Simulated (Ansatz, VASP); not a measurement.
## KF: VASP beside Ansatz

File INCAR:

```
SYSTEM = KF
PREC = Accurate
ENCUT = 520
EDIFF = 1E-6
ISMEAR = 0
SIGMA = 0.05
LREAL = .FALSE.
LASPH = .TRUE.
NELM = 60
ALGO = Normal
ISIF = 2
LWAVE = .FALSE.
LCHARG = .FALSE.
GGA = PE
NBANDS = 15
```

The input KPOINTS:

```
regular mesh
0
G
  8 8 8
  0 0 0
```

The input POSCAR:

```
KF
1.0
    0.0000000000      2.6735000000      2.6735000000
    2.6735000000      0.0000000000      2.6735000000
    2.6735000000      2.6735000000      0.0000000000
K F
1 1
Direct
   -0.0093510380      0.0093510380      0.0093510380
    0.5000000000      0.5000000000      0.5000000000
```

Input for Ansatz:

```yaml
crystal:
  lattice:
    - [0.0, 2.6735, 2.6735]
    - [2.6735, 0.0, 2.6735]
    - [2.6735, 2.6735, 0.0]
  atoms:
    - { symbol: K, position: [-0.009351038, 0.009351038, 0.009351038] }
    - { symbol: F, position: [0.5, 0.5, 0.5] }
basis:
  ecutwfc: 420
kpoints:
  mp_grid: { grid: [8, 8, 8] }
hamiltonian:
  xc: pbe
scf:
  occupations: { method: gaussian, width: 0.05 }
output:
  forces: true
  stress: true
  eigenvalues: true
  write_density: true
  write_potential: true
  elf: true
  volumetric_format: npy
```

Change from the starting cell: all K atoms moved +0.050 Å, as atom 1 along Cartesian [1 0 0].

Alike in both runs: task single point; functional PBE; k mesh 8 × 8 × 8; occupations gaussian, width 0.05 eV; no spin polarisation.

|  | VASP | Ansatz |
| --- | --- | --- |
| version | VASP 6.6.1 | Ansatz 0.2.0 |
| potentials or method | VASP PAW PBE potentials, release 64 (K_sv, F) | scalar-relativistic, plane waves, PAW |
| plane-wave cutoff (eV) | 520 | 420 |
| valence electrons in the cell | 16 | 16 |

```csv
,VASP,Ansatz,Ansatz less VASP
gap on the k mesh at the Fermi level (eV),6.16,6.17,+0.016
least direct gap on the mesh (eV),6.16,6.17,+0.016
pressure (GPa),1.4,1.4,-0.04
largest component of the traceless stress (GPa),0.09,0.09,-0.003
rms of the force components (eV/Å),0.048,0.046,-0.0018
```

Atom by atom the forces differ by 0.002 eV/Å (rms over components).

A k mesh can miss the band edges.
